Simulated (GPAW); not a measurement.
## GaP in GPAW: convergence with broadening (eV)

Input of the first run (broadening (eV) 0.05); the others differ in this setting and in those tied to it:

Contents of run.py:

```python
import json
import numpy as np
from ase.dft.bandgap import bandgap
from ase.io import read, write
from gpaw import GPAW, PW
from gpaw.response.g0w0 import G0W0

atoms = read('POSCAR')

calc = GPAW(mode=PW(400),
            xc='LDA',
            kpts={'size': (4, 4, 4), 'gamma': True},
            occupations={'name': 'fermi-dirac', 'width': 0.001},
            nbands=11,
            convergence={'density': 1e-06},
            maxiter=150,
            txt='gpaw.txt')
atoms.calc = calc
energy = atoms.get_potential_energy()
calc.write('gs.gpw')
write('result.traj', atoms)
print(f'Energy: {energy:.6f} eV')
print('Fermi level:', round(calc.get_fermi_level(), 4), 'eV')
print(f'Gap: {bandgap(calc)[0]:.4f} eV, direct: {bandgap(calc, direct=True)[0]:.4f} eV')

calc.diagonalize_full_hamiltonian(nbands=69)
calc.write('full.gpw', mode='all')

ibz = calc.get_ibz_k_points()
gap, vbm, cbm = bandgap(calc, output=None)
gap, direct, _ = bandgap(calc, direct=True, output=None)
gamma = int(np.abs(ibz).sum(1).argmin())
kpts = sorted({gamma, vbm[1], cbm[1], direct[1]})
gw = G0W0(calc='full.gpw',
          filename='gw',
          ecut=80,
          ecut_extrapolation=False,
          relbands=(-1, 1),
          kpts=kpts,
          integrate_gamma='WS',
          nbands=65,
          frequencies={'type': 'nonlinear', 'domega0': 0.05, 'omega2': 10},
          eta=0.05)
gw.calculate()
results = {mode: {key: np.asarray(r[key]).tolist() for key in ['f', 'eps', 'vxc', 'exx', 'sigma', 'Z', 'qp', 'sigma_eskn']}
           for mode, r in gw.all_results.items()}
json.dump({'kpts': ibz[kpts].tolist(), 'results': results}, open('gw.json', 'w'))
for mode, r in results.items():
    f, qp = np.array(r['f']), np.array(r['qp'])
    print(mode, 'quasiparticle energies (eV):')
    print(qp.round(3))
    print(mode, 'gap:', round(qp[f < 0.5].min() - qp[f > 0.5].max(), 4), 'eV')
```

The input POSCAR:

```
GaP
1.0
    0.0000000000      2.7252500000      2.7252500000
    2.7252500000      0.0000000000      2.7252500000
    2.7252500000      2.7252500000      0.0000000000
Ga P
1 1
Direct
    0.0000000000      0.0000000000      0.0000000000
    0.7500000000      0.7500000000      0.7500000000
```

Potentials or basis: the program's PAW data sets (release 1.2.1) made for this functional, pw.

Command:

```bash
$ OMP_NUM_THREADS=1 python run.py
```

Hardware: 1 thread of Arm Neoverse V1 (shared host).

| broadening (eV) | quasiparticle gap at the points computed (eV) | SCF cycles | CPU time (s) | peak memory (GiB) |
| --- | --- | --- | --- | --- |
| 0.05 | 2.014 | 11 | 36 | 0.38 |
| 0.1 | 2.026 | 11 | 37 | 0.38 |
| 0.2 | 2.028 | 11 | 37 | 0.38 |
| 0.3 | 2.031 | 11 | 36 | 0.38 |
| 0.5 | 2.043 | 11 | 36 | 0.38 |

Against the tightest run, the quasiparticle gap at the points computed stays within 0.05 eV from 0.05 on. The tightest run that finished is the yardstick and may itself not be fully converged.

Caveat, for the tightest run too: the k mesh is coarse (spacing up to 0.50 Å⁻¹), so the values aren't converged; the quasiparticle gap is taken among the few k points that were corrected; the long-wavelength limit can be off by a per cent or two.
